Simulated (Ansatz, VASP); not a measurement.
One calculation of InAs, two programs

```
In As
1.0
     0.00000    2.87730    2.87730
     2.87730    0.00000    2.87730
     2.87730    2.87730    0.00000
In As
1 1
Direct
  0.50000 0.50000 0.50000
  0.00000 0.00000 0.00000
```

Measurements of this composition are mostly on another form, of space group No. 216.

Alike in both runs: functional PBE; k mesh 8 × 8 × 8; occupations gaussian, width 0.02 eV; no spin polarisation.

```csv
,VASP,Ansatz
version,VASP 6.6.1,Ansatz 0.2.0
potentials or method,"VASP PAW PBE potentials, release 64 (In_d, As)",Ansatz PAW
plane-wave cutoff (eV),520,420
valence electrons in the cell,18,28
task,electron localisation function,single point
```

|  | VASP | Ansatz | Ansatz less VASP |
| --- | --- | --- | --- |
| gap on the k mesh at the Fermi level (eV) | none | none | - |
| pressure (GPa) | 0.0 | 0.0 | -0.05 |

A gap of «none» marks a metal or a gap that the smearing closes. With one functional, cell and mesh, what is left measures potentials, basis and numerics. The two sets of potentials don't hold the same shells in valence.
